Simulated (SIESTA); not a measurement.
Runs of SIESTA 5.4.2 on WSe. The cell holds a slab with vacuum, 4 atoms: a = 3.318 Å, b = 3.318 Å, c = 31.658 Å, α = 90.00°, β = 90.00°, γ = 120.00°. 

```csv
potentials or basis,gap on the mesh (eV),largest force (eV/Å)
"PseudoDojo 0.4 standard (PBE files), TZDP (energy shift 0.003 Ry; two zetas on semicore shells)",0.35,0.37
"PseudoDojo 0.4 standard (PBE files), DZP (energy shift 0.003 Ry; two zetas on semicore shells)",0.35,0.65
"PseudoDojo 0.4 standard (PBE files), TZP (energy shift 0.003 Ry; two zetas on semicore shells)",0.34,0.53
"PseudoDojo 0.4 standard (PBE files), DZDP (energy shift 0.003 Ry; two zetas on semicore shells)",0.35,0.45
"PseudoDojo 0.4 standard (PBE files), SZ (energy shift 0.003 Ry)",none,1.47
"PseudoDojo 0.4 standard (PBE files), DZ (energy shift 0.003 Ry; two zetas on semicore shells)",(b),(a)
"PseudoDojo 0.4 standard (PBE files), SZP (energy shift 0.003 Ry)",0.31,1.18
```

Alike in all rows: task single point; level PBE; no spin polarisation; cell as given; k mesh 9 × 9 × 1; smearing fermi-dirac 0.05 eV; grid cutoff 800 Ry; energy shift 0.003 Ry.

Problem. Estimate the missing entries.

Solution. (a) 0.64; (b) 0.01.

Caveats: the basis of atomic orbitals isn't converged, which shifts pressures, moduli and gaps; spin-orbit coupling is left out, which moves the levels of the heavy elements (some runs); the basis has no polarisation orbitals (some runs).

A k mesh can miss the band edges, and the runs leave out spin-orbit coupling on Se, W.

A gap of «none» marks a metal or a gap under the smearing width.
